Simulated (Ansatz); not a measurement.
## TaC from its elements: all-electron against pseudopotential results

```
Ta C
1.0
     0.00000    2.23762    2.23762
     2.23762    0.00000    2.23762
     2.23762    2.23762    0.00000
Ta C
1 1
Cartesian
  0.0000 0.0000 0.0000
  2.2376 2.2376 2.2376
```

The cell comes from a relaxation on PAW files under the same functional, begun from a database entry that needn't be the ground state.

Level of theory: DFT with PBE, scalar-relativistic, in Ansatz 0.2.0; a Γ-centred 16×16×16 k mesh, Fermi–Dirac smearing of 0.05 eV, no spin polarisation. LAPW: all electrons, basis error target 0.5 meV/atom; PAW: frozen-core files, cutoff 420 eV.

The elements are taken as C graphite, Ta bcc, each relaxed on PAW files under the same functional and computed by the same method as the compound; zero-point and thermal terms are left out. PBE lacks dispersion, which leaves layered or molecular solids underbound, be they references or the compound itself.

Spin–orbit coupling is left out, which matters for the heavy atoms.

Give the formation energy by each method, with the residual pressure at this cell and the LAPW gap.



```csv
method,ΔE(formation) (eV/atom),P at this cell (GPa),gap (eV)
LAPW,-0.593,0.03,0.00
PAW,-0.599,0.05,–
```

Give the LAPW value for one formula unit in kJ/mol.

-0.593 eV/atom × 2 atoms × 96.485 kJ/(mol·eV) = -114.4 kJ/mol, at zero temperature and without zero-point motion.
